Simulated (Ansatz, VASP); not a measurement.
## Two plane-wave programs on Mo

The input INCAR:

```
PREC     = Accurate       # precision mode
ENCUT    = 520            # plane-wave cutoff, eV
EDIFF    = 1E-6           # SCF threshold, eV
ISMEAR   = 1              # smearing method
SIGMA    = 0.1            # smearing width, eV
LREAL    = False          # projectors in reciprocal space
LASPH    = True           # aspherical terms in the spheres
NELM     = 60             # most SCF steps
ALGO     = Normal         # electronic algorithm
ISIF     = 2              # what is computed and relaxed
LWAVE    = False          # write WAVECAR
LCHARG   = True           # write CHGCAR
GGA      = PE             # functional
LELF     = True           # ELF
LVHAR    = True         
NBANDS   = 13             # bands
```

The input KPOINTS:

```
regular mesh
0
Gamma
  13 13 13
```

POSCAR

```
Mo
1.0
   -1.5601924001      1.5601924001      1.5601924001
    1.5601924001     -1.5601924001      1.5601924001
    1.5601924001      1.5601924001     -1.5601924001
Mo
1
Direct
    0.0000000000      0.0000000000      0.0000000000
```

Input for Ansatz:

```yaml
crystal:
  lattice:
    - [-1.5601924000685856, 1.5601924000685856, 1.5601924000685856]
    - [1.5601924000685856, -1.5601924000685856, 1.5601924000685856]
    - [1.5601924000685856, 1.5601924000685856, -1.5601924000685856]
  atoms:
    - { symbol: Mo, position: [0.0, 0.0, 0.0] }
basis:
  ecutwfc: 500.0
kpoints:
  mp_grid:
    grid: [13, 13, 13]
scf:
  occupations:
    method: cold
output:
  stress: true
```

Alike in both runs: task single point; functional PBE; k mesh 13 × 13 × 13; no spin polarisation.

```csv
,VASP,Ansatz
version,VASP 6.6.1,Ansatz 0.2.0
potentials or method,"VASP PAW PBE potentials, release 64 (Mo_sv)","plane waves, PAW"
plane-wave cutoff (eV),520,500
occupations,"methfessel-paxton of order 1, width 0.1 eV",cold
valence electrons in the cell,14,14
```

|  | VASP | Ansatz | Ansatz less VASP |
| --- | --- | --- | --- |
| pressure (GPa) | 10.9 | 10.4 | -0.52 |
